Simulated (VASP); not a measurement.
PtSe:

```
Pt Se
1.0
     0.00000    3.03745    3.03745
     3.03745    0.00000    3.03745
     3.03745    3.03745    0.00000
Pt Se
1 1
Direct
  0.00000 0.00000 0.00000
  0.25000 0.25000 0.25000
```

The cell comes from a database or a generator and needn't be the stable form of this composition.

Base run:

| Property | Result |
| --- | --- |
| Program | VASP 6.6.1 |
| Functional | r2SCAN |
| Potentials or basis | VASP PAW PBE potentials, release 64 (Pt, Se) |
| Cutoff | 520 eV |
| k mesh | 5 × 5 × 5 |
| Occupations | gaussian, width 0.05 eV |
| Spin | collinear spin, ferromagnetic start |
| Starting moments | [0.5, 0.0] μB |
| Hubbard terms | Pt d U = 4 eV |

Its results: pressure -13.7 GPa; site moments Pt +0.57; Se +0.20 μB.

**Question.** The run is repeated on the same cell with these changes: fixed moment from none to 4 μB. What comes out?

**Answer.** Pressure 7.0 GPa; site moments Pt +2.28; Se +0.88 μB.

Caveats: the PAW data sets were made with another functional, which shifts forces and pressure a little; the moment is held away from its start (some runs); the total moment is fixed, so each spin has its own Fermi level (some runs).
